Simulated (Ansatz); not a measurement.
# H8C21: the cost of one run

Program: Ansatz 0.2.0. Level of theory: DFT LDA, plane waves, PAW, scalar-relativistic, collinear spin. These are calculated values, not measurements.

**1. Starting point**

The cell holds 29 atoms (C21H8): a = 5.049 Å, b = 5.049 Å, c = 16.165 Å, α = 90.00°, β = 90.00°, γ = 90.00°.

Structure file:

```
H C
1.0
     5.04874    0.00000    0.00000
     0.00000    5.04874    0.00000
     0.00000    0.00000   16.16470
H C
8 21
Direct
  0.42779 0.00000 0.06186
  0.07221 0.00000 0.06186
  0.92779 0.00000 0.06186
  0.57221 0.00000 0.06186
  0.42779 0.50000 0.06186
  0.07221 0.50000 0.06186
  0.92779 0.50000 0.06186
  0.57221 0.50000 0.06186
  0.25000 0.00000 0.10113
  0.75000 0.00000 0.10113
  0.25000 0.50000 0.10113
  0.75000 0.50000 0.10113
  0.25000 0.25000 0.15634
  0.75000 0.25000 0.15634
  0.25000 0.75000 0.15634
  0.75000 0.75000 0.15634
  0.00000 0.25000 0.21155
  0.50000 0.25000 0.21155
  0.00000 0.75000 0.21155
  0.50000 0.75000 0.21155
  0.00000 0.00000 0.26677
  0.50000 0.00000 0.26677
  0.00000 0.50000 0.26677
  0.50000 0.50000 0.26677
  0.25000 0.09691 0.31950
  0.75000 0.09691 0.31950
  0.25000 0.40309 0.29723
  0.75000 0.40309 0.29723
  0.84236 0.19766 0.40611
```

**2. Relaxing end A**

Input file input.yaml:

```yaml
crystal:
  lattice:
    - [5.048742, 0.0, 0.0]
    - [0.0, 5.048742, 0.0]
    - [0.0, 0.0, 16.1647]
  atoms:
    - { symbol: H, position: [0.4277868, 0.0, 0.0618632] }
    - { symbol: H, position: [0.0722132, 0.0, 0.0618632] }
    - { symbol: H, position: [0.9277868, 0.0, 0.0618632] }
    - { symbol: H, position: [0.5722132, 0.0, 0.0618632] }
    - { symbol: H, position: [0.4277868, 0.5, 0.0618632] }
    - { symbol: H, position: [0.0722132, 0.5, 0.0618632] }
    - { symbol: H, position: [0.9277868, 0.5, 0.0618632] }
    - { symbol: H, position: [0.5722132, 0.5, 0.0618632] }
    - { symbol: C, position: [0.25, 0.0, 0.1011278] }
    - { symbol: C, position: [0.75, 0.0, 0.1011278] }
    - { symbol: C, position: [0.25, 0.5, 0.1011278] }
    - { symbol: C, position: [0.75, 0.5, 0.1011278] }
    - { symbol: C, position: [0.25, 0.25, 0.1563407] }
    - { symbol: C, position: [0.75, 0.25, 0.1563407] }
    - { symbol: C, position: [0.25, 0.75, 0.1563407] }
    - { symbol: C, position: [0.75, 0.75, 0.1563407] }
    - { symbol: C, position: [0.0, 0.25, 0.2115536] }
    - { symbol: C, position: [0.5, 0.25, 0.2115536] }
    - { symbol: C, position: [0.0, 0.75, 0.2115536] }
    - { symbol: C, position: [0.5, 0.75, 0.2115536] }
    - { symbol: C, position: [0.0, 0.0, 0.2667665] }
    - { symbol: C, position: [0.5, 0.0, 0.2667665] }
    - { symbol: C, position: [0.0, 0.5, 0.2667665] }
    - { symbol: C, position: [0.5, 0.5, 0.2667665] }
    - { symbol: C, position: [0.25, 0.0969069, 0.3195048] }
    - { symbol: C, position: [0.75, 0.0969069, 0.3195048] }
    - { symbol: C, position: [0.25, 0.4030931, 0.2972341] }
    - { symbol: C, position: [0.75, 0.4030931, 0.2972341] }
    - { symbol: C, position: [0.8423591, 0.1976571, 0.4061133], spin: 1.0 }
magnetization:
  spin_polarized: true
basis:
  ecutwfc: 420.0
kpoints:
  mp_grid: { grid: [3, 3, 1] }
hamiltonian:
  xc: lda
  pseudopotentials: { kind: paw, azcp: { folder: soft_1 } }
scf:
  occupations: { method: gaussian, width: 0.02 }
  lower_state_search: "off"
relax:
  f_tol: 0.03
  max_steps: 60
  adjacent_minimum: "off"
  constraints: [{ sites: [0, 1, 2, 3, 4, 5, 6, 7, 8, 9, 10, 11, 12, 13, 14, 15] }]
```

Started as:

```sh
$ ansatz run input.yaml --threads 2 --pin off --max-ram 5120MiB --backend cpu --events-out ev --progress --plain --runs-dir out
```

What time and memory should one allow on 2 threads of Arm Neoverse V1, shared host?

About 5.8 min, with a peak of 0.98 GiB.
